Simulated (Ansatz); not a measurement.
# Al2ZnO4 (Gahnite): properties at the relaxed cell

An exercise on one series of results from a longer session: the logs are not shown, and one member is left open.

Method: DFT r2SCAN, scalar-relativistic, plane waves, PAW, in Ansatz 0.2.0.

**The starting structure**

It takes space group Fd-3m (No. 227, cubic). Conventional cell: a = 8.079 Å, b = 8.079 Å, c = 8.079 Å, α = 90.00°, β = 90.00°, γ = 90.00°. Around Al (site symmetry -3m) lie 6 O at 1.91 Å. Around Zn (site symmetry -43m) lie 4 O at 1.95 Å. O (site symmetry 3m) is surrounded by 3 Al at 1.91 Å and 1 Zn at 1.95 Å.

Coordinates:

```cif
data_structure
_symmetry_space_group_name_H-M 'P 1'
_symmetry_Int_Tables_number 1
_cell_length_a 5.7127
_cell_length_b 5.7127
_cell_length_c 5.7127
_cell_angle_alpha 60.000
_cell_angle_beta 60.000
_cell_angle_gamma 60.000
_cell_volume 131.83
loop_
_atom_site_label
_atom_site_type_symbol
_atom_site_fract_x
_atom_site_fract_y
_atom_site_fract_z
_atom_site_occupancy
Al1 Al 0.12500 0.12500 0.12500 1
Al2 Al 0.62500 0.12500 0.12500 1
Al3 Al 0.12500 0.12500 0.62500 1
Al4 Al 0.12500 0.62500 0.12500 1
Zn1 Zn 0.75000 0.75000 0.75000 1
Zn2 Zn 0.50000 0.50000 0.50000 1
O1 O 0.88913 0.88913 0.88913 1
O2 O 0.91740 0.36087 0.36087 1
O3 O 0.88913 0.88913 0.33260 1
O4 O 0.36087 0.91740 0.36087 1
O5 O 0.33260 0.88913 0.88913 1
O6 O 0.36087 0.36087 0.36087 1
O7 O 0.88913 0.33260 0.88913 1
O8 O 0.36087 0.36087 0.91740 1
```

It is the result of an earlier relaxation at this level (volume 9.42 Å³/atom; gap on the mesh: 4.77 eV).

Set-up of the first run:

input.yaml reads:

```yaml
crystal:
  lattice:
    - [0.0, 3.9986745558, 3.9986745558]
    - [3.9986745558, 0.0, 3.9986745558]
    - [3.9986745558, 3.9986745558, 0.0]
  atoms:
    - { symbol: Al, position: [0.125, 0.125, 0.125] }
    - { symbol: Al, position: [0.625, 0.125, 0.125] }
    - { symbol: Al, position: [0.125, 0.125, 0.625] }
    - { symbol: Al, position: [0.125, 0.625, 0.125] }
    - { symbol: Zn, position: [0.75, 0.75, 0.75] }
    - { symbol: Zn, position: [0.5, 0.5, 0.5] }
    - { symbol: O, position: [0.889134412, 0.889134412, 0.889134412] }
    - { symbol: O, position: [0.9174032361, 0.360865588, 0.360865588] }
    - { symbol: O, position: [0.889134412, 0.889134412, 0.3325967639] }
    - { symbol: O, position: [0.360865588, 0.9174032361, 0.360865588] }
    - { symbol: O, position: [0.3325967639, 0.889134412, 0.889134412] }
    - { symbol: O, position: [0.360865588, 0.360865588, 0.360865588] }
    - { symbol: O, position: [0.889134412, 0.3325967639, 0.889134412] }
    - { symbol: O, position: [0.360865588, 0.360865588, 0.9174032361] }
basis:
  ecutwfc: 500
kpoints:
  mp_grid: { grid: [6, 6, 6] }
hamiltonian:
  xc: r2scan
scf:
  occupations: { method: gaussian, width: 0.02 }
output:
  forces: true
  stress: true
  eigenvalues: true
relax:
  adjacent_minimum: "off"
  f_tol: 0.01
  max_steps: 30
```

Command:

```
$ ansatz run input.yaml --threads 4 --pin off --max-ram 10240MiB --backend cpu --events-out ev --progress --plain --runs-dir out
```

Steps of the session up to this table: The cell scaled to 0.97 of its volume; The cell scaled to 1.03 of its volume; The cell scaled to 0.94 of its volume; The cell scaled to 1.06 of its volume; The cell scaled to 0.91 of its volume; Volume × 1.10; Volume × 0.88.

One of the session's tables, all rows but one given; the rest of the session is left out.

It belongs to the step «Equation of state». 

| volume (Å³/atom) | energy above the lowest point (meV/atom) | pressure (GPa) | gap on the mesh (eV) |
| --- | --- | --- | --- |
| 8.286 | 111.8 | 35.38 | 5.78 |
| 8.569 | 59.4 | 24.35 | 5.51 |
| 8.851 | 24.9 | 14.94 | 5.25 |
| 9.134 | ? | ? | ? |
| 9.416 | 0.0 | -0.02 | 4.77 |
| 9.699 | 5.4 | -5.93 | 4.54 |
| 9.981 | 20.4 | -10.99 | 4.33 |
| 10.358 | 53.1 | -16.63 | 4.05 |

**Question.** Estimate the row for volume (Å³/atom) = 9.134.

Worked estimate for «energy above the lowest point (meV/atom)». A straight line through the neighbours (8.851, 24.9) and (9.416, 0.0) gives 24.9 + (0.0 − 24.9) × (9.134 − 8.851) / (9.416 − 8.851) = 12.4; a parabola fitted to 4 rows on both sides gives 5.8.

**Answer.** energy above the lowest point (meV/atom): 5.9; pressure (GPa): 6.88; gap on the mesh (eV): 5.01. In «energy above the lowest point (meV/atom)» the line misses by +6.5 and the parabola by -0.1.

To keep in mind: Warnings in the runs' records: stress scf threshold loose.
